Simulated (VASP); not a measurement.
Calculation: PBE GGA, VASP's PBE PAW potentials (set 64) (plane waves; VASP 6.6.1).

The input files of a VASP run:

File POSCAR:
```
MgF2
1.0
  4.3549836144   0.0000000000   0.0000000000
  0.0000000000   4.3549836144   0.0000000000
  0.0000000000   0.0000000000   2.9049441170
Mg F
2 4
Cartesian
  4.3549836144   0.0000000000   0.0000000000
  2.1774918072   2.1774918072   1.4524720585
  1.3105868749   1.3105868749   0.0000000000
  3.4880786821   0.8669049323   1.4524720585
  0.8669049323   3.4880786821   1.4524720585
  3.0443967395   3.0443967395   0.0000000000
```

**INCAR**
```
ALGO  =  Normal
EDIFF  =  1E-6
EDIFFG  =  -0.02
ENCUT  =  620
GGA  =  PE
IBRION  =  2
ISIF  =  3
ISMEAR  =  0
LASPH  =  .TRUE.
LCHARG  =  .FALSE.
LREAL  =  .FALSE.
LWAVE  =  .FALSE.
NELM  =  100
NSW  =  40
PREC  =  Accurate
PSTRESS  =  300
SIGMA  =  0.05
SYSTEM  =  MgF2
```

File KPOINTS:
```
Automatic mesh
0
Gamma
5 5 8
0 0 0
```

POTCAR, in this order: Mg F (PBE.64 set). Program: vasp_std.

The run wrote:

File OUTCAR:
```
 ion  position               nearest neighbor table
   1  0.000  0.000  0.000-   3 1.85   6 1.85   5 1.90   4 1.90   4 1.90   5 1.90   2 3.40   2 3.40
                             2 3.40   2 3.40   2 3.40   2 3.40   2 3.40   2 3.40
   2  0.500  0.500  0.500-   4 1.85   5 1.85   3 1.90   6 1.90   3 1.90   6 1.90   1 3.40   1 3.40
                             1 3.40   1 3.40   1 3.40   1 3.40   1 3.40   1 3.40
   3  0.301  0.301  0.000-   1 1.85   2 1.90   2 1.90
   4  0.801  0.199  0.500-   2 1.85   1 1.90   1 1.90
   5  0.199  0.801  0.500-   2 1.85   1 1.90   1 1.90
   6  0.699  0.699  0.000-   1 1.85   2 1.90   2 1.90
  LATTYP: Found a simple tetragonal cell.
 ALAT       =     4.3549836144
 C/A-ratio  =     0.6670390463
 Subroutine PRICEL returns:
 Original cell was already a primitive cell.
 Subroutine GETGRP returns: Found 16 space group operations
The static configuration has the point symmetry D_2h.
 The point group associated with its full space group is D_4h.
The dynamic configuration has the point symmetry D_2h.
 Subroutine INISYM returns: Found 16 space group operations
 Subroutine IBZKPT returns following result:
 Found     30 irreducible k-points:

 Following reciprocal coordinates:
            Coordinates               Weight
  0.000000  0.000000  0.000000      1.000000
  0.200000  0.000000  0.000000      4.000000
  0.400000  0.000000  0.000000      4.000000
  0.200000  0.200000  0.000000      4.000000
  0.400000  0.200000  0.000000      8.000000
  0.400000  0.400000  0.000000      4.000000
  0.000000  0.000000  0.125000      2.000000
  0.200000  0.000000  0.125000      8.000000
  0.400000  0.000000  0.125000      8.000000
  0.200000  0.200000  0.125000      8.000000
  0.400000  0.200000  0.125000     16.000000
  0.400000  0.400000  0.125000      8.000000
  0.000000  0.000000  0.250000      2.000000
  0.200000  0.000000  0.250000      8.000000
  0.400000  0.000000  0.250000      8.000000
  0.200000  0.200000  0.250000      8.000000
  0.400000  0.200000  0.250000     16.000000
  0.400000  0.400000  0.250000      8.000000
  0.000000  0.000000  0.375000      2.000000
  0.200000  0.000000  0.375000      8.000000
  0.400000  0.000000  0.375000      8.000000
  0.200000  0.200000  0.375000      8.000000
  0.400000  0.200000  0.375000     16.000000
  0.400000  0.400000  0.375000      8.000000
  0.000000  0.000000  0.500000      1.000000
  0.200000  0.000000  0.500000      4.000000
  0.400000  0.000000  0.500000      4.000000
  0.200000  0.200000  0.500000      4.000000
  0.400000  0.200000  0.500000      8.000000
  0.400000  0.400000  0.500000      4.000000
   k-points           NKPTS =     30   k-points in BZ     NKDIM =     30   number of bands    NBANDS=     20
   number of dos      NEDOS =    301   number of ions     NIONS =      6
   total plane-waves  NPLWV =  31104
   dimension x,y,z NGX =    36 NGY =   36 NGZ =   24
   dimension x,y,z NGXF=    72 NGYF=   72 NGZF=   48
   ions per type =               2   4
   PREC   = accura    normal or accurate (medium, high low for compatibility)
   ISTART =      0    job   : 0-new  1-cont  2-samecut
   ICHARG =      2    charge: 1-file 2-atom 10-const
   ISPIN  =      1    spin polarized calculation?
   LNONCOLLINEAR =      F non collinear calculations
   LSORBIT =      F    spin-orbit coupling
   INIWAV =      1    electr: 0-lowe 1-rand  2-diag
   ENCUT  =  620.0 eV  45.57 Ry    6.75 a.u.   8.84  8.84  5.90*2*pi/ulx,y,z
   NELM   =    100;   NELMIN=  2; NELMDL= -5     # of ELM steps
   EDIFF  = 0.1E-05   stopping-criterion for ELM
   LREAL  =      F    real-space projection
   NLSPLINE    = F    spline interpolate recip. space projectors
   LMAXMIX     =    2 max onsite mixed and CHGCAR
   VOSKOWN=      0    Vosko Wilk Nusair interpolation
   EDIFFG = -.2E-01   stopping-criterion for IOM
...
```

File OSZICAR:
```
       N       E                     dE             d eps       ncg     rms          rms(c)
DAV:   1     0.229687809334E+03    0.22969E+03   -0.20875E+04  1224   0.177E+03
DAV:   2    -0.235176983127E+02   -0.25321E+03   -0.24646E+03  1564   0.378E+02
DAV:   3    -0.331250714107E+02   -0.96074E+01   -0.95876E+01  1428   0.751E+01
DAV:   4    -0.331861298150E+02   -0.61058E-01   -0.61045E-01  1404   0.676E+00
DAV:   5    -0.331864507330E+02   -0.32092E-03   -0.32091E-03  1376   0.502E-01    0.104E+01
DAV:   6    -0.304820786259E+02    0.27044E+01   -0.10501E+01  1364   0.261E+01    0.289E+00
DAV:   7    -0.304988028986E+02   -0.16724E-01   -0.15683E-01  1308   0.298E+00    0.188E+00
DAV:   8    -0.305294077131E+02   -0.30605E-01   -0.41986E-02  1300   0.256E+00    0.183E-01
DAV:   9    -0.305297576208E+02   -0.34991E-03   -0.31134E-03  1424   0.448E-01    0.676E-02
DAV:  10    -0.305300213165E+02   -0.26370E-03   -0.22972E-04  1296   0.142E-01    0.194E-02
DAV:  11    -0.305300183304E+02    0.29861E-05   -0.34715E-05  1400   0.493E-02    0.381E-03
DAV:  12    -0.305300186221E+02   -0.29166E-06   -0.34130E-06  1292   0.161E-02
   1 F= -.20213777E+02 E0= -.20213777E+02  d E =-.202138E+02
```

OUTCAR:
```
------------------------ aborting loop because EDIFF is reached ----------------------------------------
  FORCE on cell =-STRESS in cart. coord.  units (eV):
  Direction    XX          YY          ZZ          XY          YZ          ZX
  --------------------------------------------------------------------------------------
  Total       10.3685499     10.3685499     10.3849631      0.0000000      0.0000000      0.0000000
  in kB      301.5211445    301.5211445    301.9984445      0.0000000      0.0000000      0.0000000
  external PRESSURE =       1.6802445 kB  Pullay stress =     300.0000000 kB
  volume of cell :       55.09
      direct lattice vectors                 reciprocal lattice vectors
     4.354983614  0.000000000  0.000000000     0.229621989  0.000000000  0.000000000
     0.000000000  4.354983614  0.000000000     0.000000000  0.229621989  0.000000000
     0.000000000  0.000000000  2.904944117     0.000000000  0.000000000  0.344240701
 POSITION                                       TOTAL-FORCE (eV/Angst)
 -----------------------------------------------------------------------------------
      0.00000      0.00000      0.00000        -0.000000     -0.000000     -0.000000
      2.17749      2.17749      1.45247        -0.000000     -0.000000     -0.000000
      1.31059      1.31059      0.00000         0.010994      0.010994      0.000000
      3.48808      0.86690      1.45247         0.010994     -0.010994     -0.000000
      0.86690      3.48808      1.45247        -0.010994      0.010994      0.000000
      3.04440      3.04440      0.00000        -0.010994     -0.010994     -0.000000
 -----------------------------------------------------------------------------------
    total drift:                                0.000000     -0.000000     -0.000000
  FREE ENERGIE OF THE ION-ELECTRON SYSTEM (eV)
  ---------------------------------------------------
  free  energy   TOTEN  =       -30.5300186221 eV

  energy  without entropy=      -30.5300186221  energy(sigma->0) =      -30.53001862
  enthalpy is  TOTEN    =       -20.2137770064 eV   P V=       10.3162416156

 reached required accuracy - stopping structural energy minimisation
```
(Selected blocks of OUTCAR.)

The compound is MgF2 in the rutile structure. It was relaxed first under an external pressure of 30 GPa.
